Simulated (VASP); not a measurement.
Ir:

```xyz
2
Lattice="2.7214 0.0000 0.0000 -1.3607 2.3568 0.0000 0.0000 0.0000 4.4120" Properties=species:S:1:pos:R:3 pbc="T T T"
Ir    0.0000    1.5712    1.1030
Ir    1.3607    0.7856    3.3090
```

This isn't the form of Ir at room conditions, which is fcc.

Base run:

```yaml
Program: VASP 6.6.1
Functional: PBEsol
Potentials_or_basis: VASP PAW PBE potentials, release 64 (Ir)
Cutoff: 900 eV
k_mesh: 18 × 18 × 10
Occupations: gaussian, width 0.1 eV
Spin: no spin polarisation
```

Its results: band gap on the k mesh none (metal or under the smearing width); pressure 0.0 GPa.

**Question.** The run is repeated on the same cell with these changes: functional from PBEsol to r2SCAN; cutoff from 900 eV to 520 eV; further incar settings from ALGO = Fast; EDIFF = 1e-07; NBANDS = 16 to ALGO = Normal; EDIFF = 1e-07; NBANDS = 16. What comes out?

**Answer.** Band gap on the k mesh none (metal or under the smearing width); pressure 5.6 GPa.

Caveats: the PAW data sets were made with another functional, which shifts forces and pressure a little.

Not every run made on this cell is shown here.
